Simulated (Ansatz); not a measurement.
Hf under changes of volume

One of the cells (21.882 Å³/atom); the others are scaled copies at fixed shape and fractional positions:

```
Hf
1.0
     0.00000    2.22000    2.22000
     2.22000    0.00000    2.22000
     2.22000    2.22000    0.00000
Hf
1
Direct
  0.00000 0.00000 0.00000
```

This isn't the form of Hf at room conditions, which is hcp.

* Program: Ansatz 0.2.0
* Functional: LDA
* Potentials or basis: all-electron LAPW, scalar-relativistic
* Cutoff: 211 eV (chosen from the basis error)
* Basis error allowed: 0.001 eV/atom
* k mesh: 10 × 10 × 10
* Occupations: fermi-dirac, width 0.05 eV
* Spin: no spin polarisation

| volume (Å³/atom) | energy over the lowest point (meV/atom) | pressure (GPa) |
| --- | --- | --- |
| 20.569 | 0.00 | 1.2 |
| 21.007 | 0.12 | -1.3 |
| 21.444 | 6.89 | -3.6 |
| 21.882 | 19.76 | -5.7 |
| 22.320 | ? | ? |
| 22.757 | 61.53 | -9.3 |
| 23.195 | 89.37 | -10.8 |

Question: What does the run at 22.320 Å³/atom give?

Answer: Energy over the lowest point 38.15 meV/atom; pressure -7.6 GPa.

Worked out: A Birch-Murnaghan fit of order 3 (a polynomial in V^(-2/3)) to the other rows has its minimum at 20.78 Å³/atom with B0 = V·E''(V) = 123 GPa and B' = 3.8. It gives 38.18 meV/atom at 22.320 Å³/atom, against the run's 38.15, and -dE/dV = -7.7 GPa, against -7.6.

Energies are extrapolated to zero smearing.
